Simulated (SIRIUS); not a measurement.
# Mg: single point with PBE

The system is Mg.

```xyz
1
Lattice="0.0000 2.2443 2.2443 2.2443 0.0000 2.2443 2.2443 2.2443 0.0000" Properties=species:S:1:pos:R:3 pbc="T T T"
Mg    0.0000    0.0000    0.0000
```

This isn't the form of Mg at room conditions, which is hcp.

| Item | Value |
| --- | --- |
| Program | SIRIUS 7.12.0 |
| Task | single point |
| Functional | PBE |
| Potentials or basis | all-electron FP-LAPW |
| Cutoff | 158 eV |
| Basis | apw+lo standard |
| k mesh | 10 × 10 × 10 |
| Occupations | fermi-dirac, width 0.05 eV |
| Spin | no spin polarisation |
| Muffin tin radii | Mg 2.29 bohr |
| Basis cutoff (gk_cutoff) | 3.41 1/bohr |
| Cutoff of density and potential (pw_cutoff) | 20 1/bohr |
| lmax of the basis | 10 |
| lmax of density and potential | 8 |
| Valence relativity | iora |
| Core states | Mg 1s |
| Local orbitals (radial functions) | Mg 12 |
| Reference energy of the basis | 0.17 Ha |
| Smallest sphere radius times basis cutoff | 7.81 |
| Start of the SCF | LDA density |

```
Band gap on the k mesh                            : none (metal or under the smearing width)
All electrons inside the program's atomic spheres : Mg 10.56 (radii Mg 2.29 bohr)
```

Levels at points of the mesh, in eV from the Fermi level:
```tsv
k point	band 2	band 3	band 4	band 5	band 6	band 7	band 8	band 9	band 10
(0.00, 0.00, 0.00)	-42.78	-42.78	-42.78	-7.06	12.37	12.37	12.37	14.40	14.40
(0.50, 0.00, 0.00)	-42.82	-42.79	-42.79	-1.80	-1.36	11.27	11.27	12.17	12.17
(0.50, 0.50, 0.00)	-42.82	-42.80	-42.80	-0.30	0.73	6.04	6.95	6.95	9.86
```

Run time: 10 s on 1 thread of Intel(R) Xeon(R) 6975P-C (Granite Rapids), with other jobs on the host, peak memory 0.31 GiB.
